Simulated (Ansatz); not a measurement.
**BaTe, relaxed from a wurtzite start to space group P6_3/mmc (read at 0.02 Å)**

Method: PBE, scalar-relativistic; no spin polarisation; PAW, 420 eV, 8×8×4 k-mesh, Gaussian smearing of 0.05 eV; code Ansatz. The datasets are Ansatz's generated set soft_2.

```
Ba Te
1.0
     5.97021    0.00000    0.00000
    -2.98511    5.17035    0.00000
     0.00000    0.00000    7.00243
Ba Te
2 2
Cartesian
  2.9851 1.7235 0.4383
  0.0000 3.4469 3.9395
  2.9851 1.7235 3.9397
  0.0000 3.4469 0.4384
```

This is a trial structure: the heavier alkaline earths' oxides and chalcogenides take the rock-salt structure.

The run above is the reference. The same cell was run again with other input settings; several of them aren't fit for production, so the rows show the settings' effect and aren't properties of the material.

| keys changed | outcome | ΔE (meV/atom) | P (GPa) | gap on the mesh (eV) | cell moment (μB) | largest force component (eV/Å) | SCF iterations | rough core-seconds | new warnings |
| --- | --- | --- | --- | --- | --- | --- | --- | --- | --- |
| none (reference) | converged | 0.0 | 0.0 | 2.00 | – | 0.000 | – | – | – |
| scf.convergence.dr2_threshold: 1e-08; hamiltonian.xc: "pbe" → "rpbe" | converged | – | 0.9 | 2.12 | – | 0.000 | 7 | 13 | stress scf threshold loose |
| scf.eigensolver.kind: "davidson"; basis.precision: "f64"; hamiltonian.xc: "pbe" → "revpbe" | converged | – | 0.7 | 2.10 | – | 0.000 | 6 | 25 | – |
| basis.ecutwfc: 420 → "44.1 Ry"; scf.mixing.preconditioner: "kerker_dos" | converged | -0.4 | 0.0 | 2.00 | – | 0.000 | 6 | 21 | – |
| scf.lower_state_search: "standard" | converged | 0.0 | 0.0 | 2.00 | – | 0.000 | 7 | 12 | – |
| scf.initial_density.chi_scale: 0.1 | converged | 0.0 | 0.0 | 2.00 | – | 0.000 | 8 | 15 | – |

These changes also left energy (to 0.1 meV/atom), pressure, gap, moment and forces as in the reference: scf.eigensolver.kind: "davidson" | accuracy: "low".

ΔE is the energy with the smearing extrapolated to zero. It is left out where the change alters the Hamiltonian or the spin treatment. The varied runs start from atomic densities (corrected by the program's trained start where that serves), with the default search for lower states unless a row changes it.

What happens with these changes: basis.ecutwfc: 420 → "400 eV"?

outcome converged, ΔE (meV/atom) 0.2, P (GPa) 0.0, gap on the mesh (eV) 2.00, largest force component (eV/Å) 0.000, SCF iterations 6, rough core-seconds 12, new warnings cutoff below recommended.

Changing scf.initial_density.chi_scale only steers the path to self-consistency, so the energy stays within 0.5 meV/atom.

Changing scf.eigensolver.kind only steers the path to self-consistency, so the energy stays within 0.5 meV/atom.

1 further run (cut off, refused for memory, with changed atoms or starts, or in doubt) is left out.

Of the reference: Semilocal functionals underestimate band gaps, commonly by a third or more. Scalar-relativistic only: spin–orbit splittings of the heavy atoms' levels are missing.
